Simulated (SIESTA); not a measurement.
The system is Sb.

```
Sb
1.0
     0.00000    2.37124    2.37124
     2.37124    0.00000    2.37124
     2.37124    2.37124    0.00000
Sb
1
Direct
  0.00000 0.00000 0.00000
```

This isn't the form of Sb at room conditions, which is rhombohedral.

| Item | Value |
| --- | --- |
| Program | SIESTA 5.4.2 |
| Task | relaxation of cell and atoms |
| Functional | PBE |
| Potentials or basis | PseudoDojo 0.4 standard (PBE files) |
| Basis | DZP (energy shift 0.003 Ry; two zetas on semicore shells) |
| Grid cutoff | 500 Ry |
| Energy shift | 0.003 Ry |
| k mesh | 10 × 10 × 10 |
| Occupations | fermi-dirac, width 0.05 eV |
| Spin | no spin polarisation |

At the start: pressure 4.0 GPa; volume 26.67 Å³/atom.

Problem. How do energy, volume and symmetry change on relaxing?

Solution. Over 7 steps the energy falls by 19.5 meV/atom and the volume is 28.23 Å³/atom (+5.9 %); space group Fm-3m (No. 225, to 0.05 Å).

The path:
```
step  energy change (eV)  largest force (eV/Å)  pressure (GPa)  volume (Å³)
   1              0.0000                0.0000            3.99        26.67
   2             -0.0011                0.0000            3.88        26.71
   3             -0.0189                0.0000           -0.58        28.50
   4             -0.0194                0.0000            0.25        28.13
   5             -0.0195                0.0000           -0.14        28.29
   6             -0.0194                0.0000           -0.19        28.31
   7             -0.0195                0.0000            0.02        28.23
```

Final structure:
```
Sb
1.0
     0.00034    2.41686    2.41686
     2.41686    0.00034    2.41686
     2.41686    2.41686    0.00034
Sb
1
Direct
  0.00000 0.00000 0.00000
```

Caveat: the basis of atomic orbitals isn't converged, which shifts pressures, moduli and gaps.
